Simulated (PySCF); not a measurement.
Molecule: `O=C(CC)O`, C$_{3}$H$_{6}$O$_{2}$.

Mapped SMILES: `[CH3:1][CH2:2][C:3](=[O:4])[OH:5]` (H(Xn): hydrogen on atom n).

Geometry PBE0-D3(BJ)/def2-SVP throughout; GIAO in PySCF 2.14.0 with density-fitted response routines, gas phase, one conformer, non-relativistic; equivalent atoms averaged; basis pcSseg-2.

Q: How do the absolute shieldings σ depend on the functional? (ppm; last column core-seconds on shared hosts with different chips, so compare them loosely)

A: 
| functional | kind | C3 | C2 | C1 | O4 | O5 | H(O5) | H(C2) | H(C1) | core-s |
| --- | --- | --- | --- | --- | --- | --- | --- | --- | --- | --- |
| HF | Hartree–Fock | 7.6 | 165.2 | 180.9 | -79.5 | 155.4 | 25.68 | 29.53 | 30.51 | 13 |
| LDA | LDA | -4.9 | 151.8 | 172.6 | -103.9 | 106.7 | 24.91 | 28.27 | 29.81 | 31 |
| PBE | GGA | -0.5 | 151.0 | 169.5 | -95.0 | 109.6 | 25.49 | 28.74 | 30.17 | 36 |
| BLYP | GGA | -6.0 | 146.0 | 164.3 | -97.3 | 107.2 | 25.71 | 28.93 | 30.31 | 36 |
| BP86 | GGA | -0.5 | 150.6 | 169.1 | -94.1 | 109.8 | 25.57 | 28.81 | 30.22 | 36 |
| OPBE | GGA | 11.1 | 156.5 | 173.9 | -80.4 | 119.1 | 25.48 | 28.79 | 30.21 | 38 |
| KT2 | GGA | 10.5 | 155.3 | 172.4 | -73.8 | 117.0 | 25.67 | 28.76 | 30.16 | 38 |
| KT3 | GGA | 11.3 | 153.9 | 170.2 | -70.7 | 119.6 | 25.80 | 28.94 | 30.30 | 39 |
| B97-D | GGA | 3.3 | 150.4 | 168.0 | -80.7 | 115.9 | 25.71 | 28.97 | 30.34 | 37 |
| B3LYP | global hybrid | -4.5 | 150.5 | 168.8 | -99.9 | 117.9 | 25.62 | 29.02 | 30.31 | 37 |
| PBE0 | global hybrid | 1.2 | 156.1 | 174.3 | -97.5 | 122.6 | 25.45 | 28.90 | 30.21 | 24 |
| mPW1PW91 | global hybrid | 0.3 | 155.3 | 173.5 | -99.0 | 122.1 | 25.50 | 28.96 | 30.25 | 24 |
| WP04 | global hybrid | -12.4 | 141.4 | 160.0 | -104.7 | 112.6 | 25.61 | 29.28 | 30.51 | 30 |
| B97-2 | global hybrid | 3.7 | 155.3 | 173.0 | -88.5 | 124.4 | 25.59 | 29.02 | 30.31 | 31 |
| BHandHLYP | global hybrid | -1.5 | 156.3 | 174.0 | -97.5 | 132.8 | 25.56 | 29.16 | 30.33 | 31 |
| CAM-B3LYP | range-separated hybrid | -4.6 | 154.1 | 172.8 | -98.0 | 124.8 | 25.48 | 28.98 | 30.24 | 48 |
| wB97X-D | range-separated hybrid | -0.3 | 155.9 | 174.4 | -98.0 | 124.6 | 25.54 | 29.05 | 30.30 | 44 |
| LC-wPBE | range-separated hybrid | -1.1 | 160.0 | 178.8 | -92.9 | 132.4 | 25.42 | 29.03 | 30.27 | 49 |

Q: Which nucleus moves most, in ppm?

A: O5 (acid hydroxyl oxygen): from 106.7 ppm with LDA to 155.4 ppm with HF. The smallest spread is 0.70 ppm, at H(C1). Proton shifts span only some 12 ppm, so a few tenths of a ppm matter as much there as several ppm in carbon.
